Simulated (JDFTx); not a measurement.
# Ge (Fd-3m) in JDFTx: notebook, part 2 of 2

JDFTx 1.7.0 (patched build).

## 5. Single point, PBE0

Ge.in

```
lattice \
    0.0000000000     5.3458651312     5.3458651312 \
    5.3458651312     0.0000000000     5.3458651312 \
    5.3458651312     5.3458651312     0.0000000000
coords-type Cartesian
ion Ge     8.0187976968     8.0187976968     8.0187976968 1
ion Ge     5.3458651312     5.3458651312     5.3458651312 1

ion-species pseudo/Ge.upf
elec-cutoff 35 280
elec-ex-corr hyb-PBE0
kpoint-folding 2 2 2
elec-smearing Fermi 0.0018374661
elec-n-bands 21
electronic-SCF nIterations 100 energyDiffThreshold 1e-07
electronic-minimize nIterations 30 energyDiffThreshold 1e-7
converge-empty-states yes
forces-output-coords Cartesian

dump-name run.$VAR
dump End Ecomponents EigStats BandEigs Kpoints Forces Stress ElecDensity Dtot KEdensity
```

Potentials or basis: PseudoDojo-SR-PBE-0.5-standard.

Launch:

```sh
$ jdftx -c 1 -i Ge.in -o Ge.out
```

The log of the run:

```text
*************** JDFTx 1.7.0 (patched build) ***************

Input parsed successfully to the following command list (including defaults):
[... the input with its defaults ...]

---------- Setting up symmetries ----------

Found 48 point-group symmetries of the bravais lattice
Found 48 space-group symmetries with basis
Applied RMS atom displacement 1.77898e-16 bohrs to make symmetries exact.

---------- Initializing the Grid ----------
R =
[            0      5.34587      5.34587  ]
[      5.34587            0      5.34587  ]
[      5.34587      5.34587            0  ]
unit cell volume = 305.551
G =
[  -0.587668   0.587668   0.587668  ]
[   0.587668  -0.587668   0.587668  ]
[   0.587668   0.587668  -0.587668  ]
Minimum fftbox size, Smin = [  60  60  60  ]
Chosen fftbox size, S = [  60  60  60  ]

---------- Initializing tighter grid for wavefunction operations ----------
R =
[            0      5.34587      5.34587  ]
[      5.34587            0      5.34587  ]
[      5.34587      5.34587            0  ]
unit cell volume = 305.551
G =
[  -0.587668   0.587668   0.587668  ]
[   0.587668  -0.587668   0.587668  ]
[   0.587668   0.587668  -0.587668  ]
Minimum fftbox size, Smin = [  44  44  44  ]
Chosen fftbox size, S = [  48  48  48  ]

---------- Exchange Correlation functional ----------
Initalized PBE GGA exchange.
Initalized PBE GGA correlation.
Will include 0.25 x exact exchange.

---------- Setting up pseudopotentials ----------
Width of ionic core gaussian charges (only for fluid interactions / plotting) set to 0

Reading pseudopotential file 'pseudo/Ge.upf':
  'Ge' pseudopotential, 'PBE' functional
  Generated using ONCVPSP code by D. R. Hamann
  14 valence electrons, 3 orbitals, 6 projectors, 1001 radial grid points, with lMax = 2
    3D    l: 2   occupation: 10.0   eigenvalue: -1.077154
    4S    l: 0   occupation:  2.0   eigenvalue: -0.431124
    4P    l: 1   occupation:  2.0   eigenvalue: -0.143154
  Core radius for overlap checks: 1.83 bohrs.

Initialized 1 species with 2 total atoms.

Folded 1 k-points by 2x2x2 to 8 k-points.

---------- Setting up k-points, bands, fillings ----------
Reduced to 3 k-points under symmetry.
Computing the number of bands and number of electrons
Calculating initial fillings.
nElectrons:  28.000000   nBands: 21   nStates: 3

[... 191 lines left out ...]
	FillingsUpdate:  mu: +0.354543084  nElectrons: 28.000000
[... 39 further cycles ...]
SCF: Cycle: 41   F: -157.677741308745823   dF: +2.576e-08   |Residual|: 7.696e-08   |deigs|: 1.589e-07
	FillingsUpdate:  mu: +0.354733676  nElectrons: 28.000000
SCF: Cycle: 42   F: -157.677741302776298   dF: +5.970e-09   |Residual|: 7.738e-08   |deigs|: 3.155e-08
SCF: Converged (|Residual|<1.000000e-07 for 2 iters).

	FillingsUpdate:  mu: +0.354733676  nElectrons: 28.000000
VxxLoop: Iter:  2   F: -157.677741302776298   dF: -3.115e-04
Constructing ACE exchange operator ... done.

	FillingsUpdate:  mu: +0.354727020  nElectrons: 28.000000
SCF: Cycle:  0   F: -157.677869242782009   dF: -1.279e-04   |Residual|: 2.584e-04   |deigs|: 5.593e-05
	FillingsUpdate:  mu: +0.354727014  nElectrons: 28.000000
SCF: Cycle:  1   F: -157.677868235828271   dF: +1.007e-06   |Residual|: 2.582e-04   |deigs|: 1.510e-06
	FillingsUpdate:  mu: +0.354727014  nElectrons: 28.000000
[... 31 further cycles ...]
SCF: Cycle: 33   F: -157.677868746232321   dF: -2.854e-09   |Residual|: 4.522e-06   |deigs|: 5.040e-08
	FillingsUpdate:  mu: +0.354754614  nElectrons: 28.000000
SCF: Cycle: 34   F: -157.677868756747984   dF: -1.052e-08   |Residual|: 4.559e-06   |deigs|: 2.114e-07
SCF: Converged (|Delta E|<1.000000e-07 for 2 iters).
[... 92 lines left out ...]
	FillingsUpdate:  mu: +0.354767498  nElectrons: 28.000000
SCF: Cycle:  0   F: -157.677923454730006   dF: -1.249e-07   |Residual|: 2.076e-07   |deigs|: 2.965e-07
	FillingsUpdate:  mu: +0.354767490  nElectrons: 28.000000
SCF: Cycle:  1   F: -157.677923453128471   dF: +1.602e-09   |Residual|: 7.370e-08   |deigs|: 7.440e-08
	FillingsUpdate:  mu: +0.354767489  nElectrons: 28.000000
SCF: Cycle:  2   F: -157.677923444625293   dF: +8.503e-09   |Residual|: 6.420e-08   |deigs|: 2.510e-08
SCF: Converged (|Residual|<1.000000e-07 for 2 iters).

	FillingsUpdate:  mu: +0.354767489  nElectrons: 28.000000
VxxLoop: Iter: 10   F: -157.677923444625293   dF: -1.148e-07
Constructing ACE exchange operator ... done.

	FillingsUpdate:  mu: +0.354767504  nElectrons: 28.000000
SCF: Cycle:  0   F: -157.677923484778717   dF: -4.015e-08   |Residual|: 9.061e-08   |deigs|: 1.087e-07
	FillingsUpdate:  mu: +0.354767505  nElectrons: 28.000000
SCF: Cycle:  1   F: -157.677923489333978   dF: -4.555e-09   |Residual|: 1.152e-07   |deigs|: 3.842e-08
SCF: Converged (|Delta E|<1.000000e-07 for 2 iters).

	FillingsUpdate:  mu: +0.354767505  nElectrons: 28.000000
VxxLoop: Iter: 11   F: -157.677923489333978   dF: -4.471e-08
Setting wave functions to eigenvectors of Hamiltonian
Converging empty states (this may take a while): |deigs|: 1.368e-06
Computing exact exchange ... done.

# Stress tensor in Cartesian coordinates [Eh/a0^3]:
[ -4.14354e-05            0            0  ]
[            0 -4.14354e-05            0  ]
[            0            0 -4.14354e-05  ]

# Ionic positions in cartesian coordinates:
ion Ge   8.018797696800000   8.018797696800000   8.018797696800000 1
ion Ge   5.345865131199999   5.345865131200000   5.345865131200000 1

# Forces in Cartesian coordinates:
force Ge  -0.000000000000000   0.000000000000000   0.000000000000000 1
force Ge  -0.000000000000000   0.000000000000000  -0.000000000000000 1

# Energy components:
   Eewald =      -98.7503791004548077
       EH =       54.9672295328386866
     Eloc =     -130.9007277099425153
      Enl =      -92.5112360506260814
      Exc =      -33.1850746780476058
 Exc_core =       14.3062915197469849
      EXX =       -3.7644540980695140
       KE =      132.1604270953926346
-------------------------------------
     Etot =     -157.6779234891621684
       TS =        0.0000000001718151
-------------------------------------
        F =     -157.6779234893339776

IonicMinimize: Iter:   0  F: -157.677923489333978  |grad|_K:       -nan
IonicMinimize: None of the convergence criteria satisfied after 0 iterations.

#--- Lowdin population analysis ---
# oxidation-state Ge +0.030 +0.030

Dumping 'run.eigStats' ...
	eMin: -0.602881 at state 2 ( [ +0.000000 +0.500000 +0.500000 ] spin 0 )
	HOMO: +0.318706 at state 0 ( [ +0.000000 +0.000000 +0.000000 ] spin 0 )
	mu  : +0.354768
	LUMO: +0.390278 at state 0 ( [ +0.000000 +0.000000 +0.000000 ] spin 0 )
	eMax: +0.875838 at state 2 ( [ +0.000000 +0.500000 +0.500000 ] spin 0 )
	HOMO-LUMO gap: +0.071572
	Optical gap  : +0.071572 at state 0 ( [ +0.000000 +0.000000 +0.000000 ] spin 0 )
Done!
[note: mu as printed may lie anywhere between the filled and the empty levels]
```

Run time: 17 min. Hardware: 1 thread of Intel Xeon 6975P-C (Granite Rapids), shared host; peak memory 0.2 GiB.

The run converged, but some of its settings lie outside the range that counts as converged, so its numbers aren't taken as properties of the crystal.

Results:

- Free energy: -4290.6349 eV
- Band gap on the k mesh: 1.95 eV, direct

Caveat: the k mesh is coarse (spacing up to 0.96 Å⁻¹), so the values aren't converged, least of all with exact exchange; the cutoff is too short for stress, so the log's stress isn't used; the hybrid runs on potentials with a model core; the potentials were made for another functional, which shifts forces and pressure.

## 6. Single point, PBE, spin-orbit coupling, no magnetisation

Ge.in

```
lattice \
    0.0000000000     5.3458651312     5.3458651312 \
    5.3458651312     0.0000000000     5.3458651312 \
    5.3458651312     5.3458651312     0.0000000000
coords-type Lattice
ion Ge     0.7500000000     0.7500000000     0.7500000000 1
ion Ge     0.5000000000     0.5000000000     0.5000000000 1

ion-species pseudo/Ge.upf
elec-cutoff 40 320
elec-ex-corr gga-PBE
kpoint-folding 4 4 4
elec-smearing Fermi 0.0018374661
elec-n-bands 42
spintype spin-orbit
electronic-SCF nIterations 100 energyDiffThreshold 1e-08
electronic-minimize nIterations 30 energyDiffThreshold 1e-7
converge-empty-states yes
forces-output-coords Cartesian

dump-name run.$VAR
dump End Ecomponents EigStats BandEigs Kpoints Forces Stress ElecDensity Dtot
```

Potentials or basis: PseudoDojo-FR-PBE-0.4-standard.

Launch:

```sh
$ jdftx -c 1 -i Ge.in -o Ge.out
```

The log of the run:

```text
*************** JDFTx 1.7.0 (patched build) ***************

Input parsed successfully to the following command list (including defaults):
[... the input with its defaults ...]

---------- Setting up symmetries ----------

Found 48 point-group symmetries of the bravais lattice
Found 48 space-group symmetries with basis
Applied RMS atom displacement 0 bohrs to make symmetries exact.

---------- Initializing the Grid ----------
R =
[            0      5.34587      5.34587  ]
[      5.34587            0      5.34587  ]
[      5.34587      5.34587            0  ]
unit cell volume = 305.551
G =
[  -0.587668   0.587668   0.587668  ]
[   0.587668  -0.587668   0.587668  ]
[   0.587668   0.587668  -0.587668  ]
Minimum fftbox size, Smin = [  64  64  64  ]
Chosen fftbox size, S = [  64  64  64  ]

---------- Initializing tighter grid for wavefunction operations ----------
R =
[            0      5.34587      5.34587  ]
[      5.34587            0      5.34587  ]
[      5.34587      5.34587            0  ]
unit cell volume = 305.551
G =
[  -0.587668   0.587668   0.587668  ]
[   0.587668  -0.587668   0.587668  ]
[   0.587668   0.587668  -0.587668  ]
Minimum fftbox size, Smin = [  44  44  44  ]
Chosen fftbox size, S = [  48  48  48  ]

---------- Exchange Correlation functional ----------
Initalized PBE GGA exchange.
Initalized PBE GGA correlation.

---------- Setting up pseudopotentials ----------
Width of ionic core gaussian charges (only for fluid interactions / plotting) set to 0

Reading pseudopotential file 'pseudo/Ge.upf':
  'Ge' pseudopotential, 'PBE' functional
  Generated using ONCVPSP code by D. R. Hamann
  14 valence electrons, 5 orbitals, 10 projectors, 1001 radial grid points, with lMax = 2
    3D    l: 2   occupation:  6.0   eigenvalue: -1.068250
    3D    l: 2   occupation:  4.0   eigenvalue: -1.089742
    4S    l: 0   occupation:  2.0   eigenvalue: -0.431035
    4P    l: 1   occupation:  1.3   eigenvalue: -0.140918
    4P    l: 1   occupation:  0.7   eigenvalue: -0.147781
  Core radius for overlap checks: 1.83 bohrs.

Initialized 1 species with 2 total atoms.

Folded 1 k-points by 4x4x4 to 64 k-points.

---------- Setting up k-points, bands, fillings ----------
Reduced to 8 k-points under symmetry.
Computing the number of bands and number of electrons
Calculating initial fillings.
nElectrons:  28.000000   nBands: 42   nStates: 8

----- Setting up reduced wavefunction bases (one per k-point) -----
average nbasis = 3691.391 , ideal nbasis = 3692.053

---------- Setting up ewald sum ----------
Optimum gaussian width for ewald sums = 2.427999 bohr.
Real space sum over 1331 unit cells with max indices [  5  5  5  ]
Reciprocal space sum over 2197 terms with max indices [  6  6  6  ]

---------- Allocating electronic variables ----------
Initializing wave functions:  linear combination of atomic orbitals
Note: number of bands (42) exceeds available atomic orbitals (36)
Ge pseudo-atom occupations:   s ( 2 )  p- ( 2 )  p+ ( 0 )  d- ( 4 )  d+ ( 6 )
	FillingsUpdate:  mu: +0.357785825  nElectrons: 28.000000
LCAOMinimize: Iter:   0  F: -159.7565363000193202  |grad|_K:  6.048e-05  alpha:  1.000e+00
	FillingsUpdate:  mu: +0.358075388  nElectrons: 28.000000
LCAOMinimize: Iter:   1  F: -159.7565604144587326  |grad|_K:  3.685e-06  alpha:  9.352e-01  linmin: -6.823e-03  cgtest:  1.134e-01
LCAOMinimize: Encountered beta<0, resetting CG.
	FillingsUpdate:  mu: +0.358059122  nElectrons: 28.000000
LCAOMinimize: Iter:   2  F: -159.7565605065107377  |grad|_K:  2.327e-07  alpha:  9.609e-01  linmin:  3.056e-03  cgtest: -1.290e-02
	FillingsUpdate:  mu: +0.358060414  nElectrons: 28.000000
LCAOMinimize: Iter:   3  F: -159.7565605068689933  |grad|_K:  5.089e-09  alpha:  9.363e-01  linmin: -4.803e-03  cgtest:  9.074e-02
LCAOMinimize: Encountered beta<0, resetting CG.
LCAOMinimize: Converged (|Delta F|<1.000000e-06 for 2 iters).

-------- Electronic minimization -----------
Will mix electronic density at each iteration.
	FillingsUpdate:  mu: +0.358060414  nElectrons: 28.000000
	FillingsUpdate:  mu: +0.346113008  nElectrons: 28.000000
SCF: Cycle:  0   F: -159.797492510928720   dF: -4.093e-02   |Residual|: 4.757e-02   |deigs|: 1.722e-01
	FillingsUpdate:  mu: +0.349474718  nElectrons: 28.000000
SCF: Cycle:  1   F: -159.798435756829491   dF: -9.432e-04   |Residual|: 2.741e-02   |deigs|: 5.156e-03
	FillingsUpdate:  mu: +0.354889924  nElectrons: 28.000000
SCF: Cycle:  2   F: -159.798625878638916   dF: -1.901e-04   |Residual|: 4.270e-03   |deigs|: 5.700e-03
	FillingsUpdate:  mu: +0.355012655  nElectrons: 28.000000
SCF: Cycle:  3   F: -159.798634354084413   dF: -8.475e-06   |Residual|: 2.025e-03   |deigs|: 6.111e-04
	FillingsUpdate:  mu: +0.355617021  nElectrons: 28.000000
SCF: Cycle:  4   F: -159.798637203827127   dF: -2.850e-06   |Residual|: 5.354e-04   |deigs|: 7.420e-04
	FillingsUpdate:  mu: +0.355746166  nElectrons: 28.000000
SCF: Cycle:  5   F: -159.798637604341224   dF: -4.005e-07   |Residual|: 3.159e-04   |deigs|: 1.377e-04
	FillingsUpdate:  mu: +0.355694090  nElectrons: 28.000000
SCF: Cycle:  6   F: -159.798637668593159   dF: -6.425e-08   |Residual|: 5.302e-05   |deigs|: 1.087e-04
	FillingsUpdate:  mu: +0.355697226  nElectrons: 28.000000
SCF: Cycle:  7   F: -159.798637686326572   dF: -1.773e-08   |Residual|: 2.421e-05   |deigs|: 1.063e-04
	FillingsUpdate:  mu: +0.355699587  nElectrons: 28.000000
SCF: Cycle:  8   F: -159.798637694997382   dF: -8.671e-09   |Residual|: 1.008e-05   |deigs|: 2.444e-04
	FillingsUpdate:  mu: +0.355700071  nElectrons: 28.000000
SCF: Cycle:  9   F: -159.798637696611053   dF: -1.614e-09   |Residual|: 2.357e-06   |deigs|: 8.820e-05
SCF: Converged (|Delta E|<1.000000e-08 for 2 iters).

Setting wave functions to eigenvectors of Hamiltonian
Converging empty states (this may take a while):
EmptyStates: None of the convergence criteria satisfied.
|deigs|: 2.690e-04

# Stress tensor in Cartesian coordinates [Eh/a0^3]:
[ -0.000157998            0            0  ]
[            0 -0.000157998            0  ]
[            0            0 -0.000157998  ]

# Ionic positions in lattice coordinates:
ion Ge   0.750000000000000   0.750000000000000   0.750000000000000 1
ion Ge   0.500000000000000   0.500000000000000   0.500000000000000 1

# Forces in Cartesian coordinates:
force Ge   0.000000000000000  -0.000000000000000  -0.000000000000000 1
force Ge  -0.000000000000000  -0.000000000000000   0.000000000000000 1

# Energy components:
   Eewald =      -98.7503791004548077
       EH =       55.4066460573200246
     Eloc =     -131.5028213120448015
      Enl =      -94.1771644307531233
      Exc =      -43.6506018762914110
 Exc_core =       18.8040775768100730
       KE =      134.0718053643550718
-------------------------------------
     Etot =     -159.7984377210590026
       TS =        0.0001999755520443
-------------------------------------
        F =     -159.7986376966110527

IonicMinimize: Iter:   0  F: -159.798637696611053  |grad|_K:  3.046e-36
IonicMinimize: Converged (|grad|_K<1.000000e-04).

#--- Lowdin population analysis ---
# oxidation-state Ge +0.021 +0.021

Dumping 'run.eigStats' ...
	eMin: -0.570100 at state 5 ( [ +0.000000 +0.250000 -0.250000 ] spin 0 )
	HOMO: +0.354297 at state 0 ( [ +0.000000 +0.000000 +0.000000 ] spin 0 )
	mu  : +0.355700
	LUMO: +0.356293 at state 0 ( [ +0.000000 +0.000000 +0.000000 ] spin 0 )
	eMax: +0.827687 at state 7 ( [ +0.250000 +0.500000 -0.250000 ] spin 0 )
	HOMO-LUMO gap: +0.001995
	Optical gap  : +0.001995 at state 0 ( [ +0.000000 +0.000000 +0.000000 ] spin 0 )
WARNING: the last solve of the electrons (or of bands or displaced states from it) ended unconverged.
Done!
```

It took 71 s on 1 thread of Intel Xeon 6975P-C (Granite Rapids), shared host; peak memory 0.17 GiB.

Results:

```
Free energy            : -4348.3425 eV
Pressure               : 4.6 GPa
Band gap on the k mesh : none (metal or under the smearing width)
```

Caveat: the k mesh is coarse (spacing up to 0.48 Å⁻¹), so the values aren't converged; the empty levels aren't tightly converged; this crystal is a semiconductor, whose small gap the functional closes, so the metal is an error of the method.

## 7. Summary

| level | potentials or basis | spin | k mesh | cutoff (eV) | SCF threshold on the energy | mesh quality | gap on the mesh (eV) | pressure (GPa) |
| --- | --- | --- | --- | --- | --- | --- | --- | --- |
| LDA | PseudoDojo-SR-LDA-0.4.1-standard | off | 8 × 8 × 8 | 1061 | 1e-09 Ha | not flagged | none | -1.4 |
| PBE | PseudoDojo-SR-PBE-0.5-standard | off | 8 × 8 × 8 | 1061 | 1e-09 Ha | not flagged | none | 3.7 |
| PBEsol | PseudoDojo-SR-PBEsol-0.4.1-standard | off | 8 × 8 × 8 | 1061 | 1e-09 Ha | not flagged | none | 0.6 |
| PBE | PseudoDojo-FR-PBE-0.4-standard | SOC, no magnetisation | 4 × 4 × 4 | 1088 | 1e-08 Ha | coarse | none | 4.6 |

Alike in all rows: task single point; cell as given; smearing fermi-dirac 0.05 eV.

Caveats: some runs use coarse meshes; this crystal is a semiconductor, whose small gap the functional closes, so the metal is an error of the method; the empty levels aren't tightly converged (some runs).

Absolute energies hang on the potentials; compare differences alone.

## 8. Comparison with measurements

Step 2. A measured gap of Ge is 0.666 eV (indirect; 293 K; “Electronic and optical properties of SixGe1-x-ySny alloys lattice-matched to Ge”, 2021, arxiv:2109.02782); the calculated 0.00 eV misses it by -0.67 eV. 3 values of this kind are on record (0.666 to 0.807 eV); this one was drawn at random among those near their median. Spin-orbit coupling on Ge is left out. The value is that of LDA on a finite k mesh, which can miss the band edges, without temperature or zero-point motion. Semilocal functionals fall short of measured gaps as a rule.

Step 3. A measured gap of Ge is 0.666 eV (indirect; 293 K; “Electronic and optical properties of SixGe1-x-ySny alloys lattice-matched to Ge”, 2021, arxiv:2109.02782); the calculated 0.00 eV misses it by -0.67 eV. 3 values of this kind are on record (0.666 to 0.807 eV); this one was drawn at random among those near their median. Spin-orbit coupling on Ge is left out. The value is that of PBE on a finite k mesh, which can miss the band edges, without temperature or zero-point motion. Semilocal functionals fall short of measured gaps as a rule.

Step 4. Measured gap of Ge: 0.807 eV (direct; 300 K; “Electronic and optical properties of SixGe1-x-ySny alloys lattice-matched to Ge”, 2021, arxiv:2109.02782). This calculation gives 0.00 eV (-0.81 eV). 3 values of this kind are on record (0.666 to 0.807 eV); this one was drawn at random among those near their median. Spin-orbit coupling on Ge is left out. The value is that of PBEsol on a finite k mesh, which can miss the band edges, without temperature or zero-point motion. Semilocal functionals fall short of measured gaps as a rule.
